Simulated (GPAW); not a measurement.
Set up this calculation in GPAW 26.7.0, as an ASE script.

```
Task                : single point
Functional          : PBEsol
Potentials or basis : PAW data sets generated in the run's folder for this functional
Cutoff              : 600 eV
Basis               : pw
k mesh              : 9 × 9 × 5
Occupations         : fermi-dirac, width 0.05 eV
Spin                : no spin polarisation
Maxiter             : 150
```

PtS2:

```
CELL_PARAMETERS angstrom
3.54320 0.00000 0.00000
-1.77160 3.06850 0.00000
0.00000 0.00000 5.03880
ATOMIC_POSITIONS crystal
Pt 0.00000 0.00000 0.00000
S 0.66667 0.33333 0.77300
S 0.33333 0.66667 0.22700
```

One way to write it, as run:

run.py

```python
from ase import Atoms
from ase.dft.bandgap import bandgap
from ase.io import write
from ase.units import Bohr, GPa
from gpaw import GPAW, PW, setup_paths
from gpaw.elf import elf_from_dft_calculation

setup_paths.insert(0, '.')

atoms = Atoms(['Pt', 'S', 'S'],
              cell=[[3.5432, 0.0, 0.0],
                    [-1.7716, 3.0685012107, 0.0],
                    [0.0, 0.0, 5.0388]],
              scaled_positions=[[0.0, 0.0, 0.0],
                                [0.6666666667, 0.3333333333, 0.773],
                                [0.3333333333, 0.6666666667, 0.227]],
              pbc=True)

calc = GPAW(mode=PW(600),
            xc='PBEsol',
            kpts={'size': (9, 9, 5), 'gamma': True},
            occupations={'name': 'fermi-dirac', 'width': 0.05},
            nbands=26,
            convergence={'density': 1e-05, 'energy': 1e-05},
            maxiter=150,
            txt='gpaw.txt')
atoms.calc = calc
energy = atoms.get_potential_energy()
forces = atoms.get_forces()
stress = atoms.get_stress()
calc.write('gs.gpw')
write('result.traj', atoms)
print(f'Energy: {energy:.6f} eV')
print('Forces (eV/A):')
print(forces.round(4))
print('Stress (GPa):', (stress / GPa).round(3))
print('Fermi level:', round(calc.get_fermi_level(), 4), 'eV')
print(f'Gap: {bandgap(calc)[0]:.4f} eV, direct: {bandgap(calc, direct=True)[0]:.4f} eV')

# fields on the real-space grid
write('density.cube', atoms, data=calc.get_pseudo_density() * Bohr**3)
write('potential.cube', atoms, data=calc.get_electrostatic_potential())
write('elf.cube', atoms, data=elf_from_dft_calculation(calc).data)
```

Potentials or basis: PAW data sets generated in the run's folder for this functional, pw.

Run with:

```bash
$ gpaw-setup -f PBEsol Pt S
$ OMP_NUM_THREADS=1 python run.py
```

It gave:

```yaml
Pressure: 6.4 GPa
Largest_force: 0.969 eV/Å
Band_gap_on_the_k_mesh: 0.93 eV, indirect (least direct gap 0.97 eV)
```

Caveat: spin-orbit coupling is left out, which moves the levels of the heavy elements; an odd mesh through Γ misses points on the zone boundary, where band edges often lie.

It took 47 s on 1 thread of Intel(R) Xeon(R) Platinum 8375C CPU @ 2.90GHz (Ice Lake), on a shared host, peak memory 0.2 GiB.
